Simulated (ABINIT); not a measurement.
CaO:

```xyz
2
Lattice="3.0764 0.0000 0.0000 0.0000 3.0764 0.0000 0.0000 0.0000 3.0764" Properties=species:S:1:pos:R:3 pbc="T T T"
Ca    0.0000    0.0000    0.0000
O     1.5382    1.5382    1.5382
```

The cell was built by a generator and needn't be a form met in nature.

```yaml
Program: ABINIT 10.8.3 (patched build)
Task: relaxation of cell and atoms
Functional: PBE
Potentials_or_basis: JTH PAW PBE v2.0
Cutoff: 626 eV
k_mesh: 9 × 9 × 9
Occupations: fermi-dirac, width 0.05 eV
Spin: no spin polarisation
```

At the start: pressure -11.2 GPa; volume 14.56 Å³/atom.

How do energy, volume and symmetry change on relaxing?

Over 5 steps the energy falls by 76.4 meV/atom and the volume is 12.63 Å³/atom (-13.2 %); space group Pm-3m (No. 221, to 0.05 Å).

The path:
```csv
step,energy change (eV),largest force (eV/Å),pressure (GPa),volume (Å³)
1,0.0000,0.0000,-11.19,29.12
2,-0.0627,0.0000,-9.13,28.13
3,-0.1478,0.0000,2.70,24.66
4,-0.1526,0.0000,-0.39,25.35
5,-0.1527,0.0000,-0.01,25.26
```

Final structure:
```xyz
2
Lattice="2.9341 0.0000 0.0000 0.0000 2.9341 0.0000 0.0000 0.0000 2.9341" Properties=species:S:1:pos:R:3 pbc="T T T"
Ca    0.0000    0.0000    0.0000
O     1.4671    1.4671    1.4671
```
